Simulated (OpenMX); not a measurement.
# HfN: single point with PBE

Crystal: HfN.

```
Hf N
1.0
     0.00000    2.25600    2.25600
     2.25600    0.00000    2.25600
     2.25600    2.25600    0.00000
Hf N
1 1
Cartesian
  -0.0046 0.0271 0.0837
  2.2932 2.2570 2.2327
```

The cell isn't the ideal one: atoms moved at random, drawn with an rms of 0.05 Å.

```yaml
Program: OpenMX 3.8.5
Task: single point
Functional: PBE
Potentials_or_basis: OpenMX 2013 PBE set, Hf7.0-s3p2d2f1, N6.0-s2p2d1, grid cutoff 400 Ry
k_mesh: 11 × 11 × 11
Occupations: fermi-dirac, width 0.05 eV
Spin: no spin polarisation
```

| Item | Value |
| --- | --- |
| Pressure | 7.1 GPa |
| Largest force | 1.479 eV/Å |
| Band gap on the k mesh | none (metal or under the smearing width) |
| Mulliken charges | Hf +0.65; N -0.65 e |

Forces in eV/Å, atoms in the order of the input:
```
Hf   0.536 -0.325 -1.340
N   -0.535  0.327  1.338
```

Run time: 4 min on 1 thread of Intel(R) Xeon(R) 6975P-C (Granite Rapids), with other jobs on the host, peak memory 0.74 GiB.

Caveat: Mulliken charges move with the basis; the basis of atomic orbitals isn't converged, which shifts pressures, moduli and gaps. Spin-orbit coupling is left out, which matters for the levels of Hf.
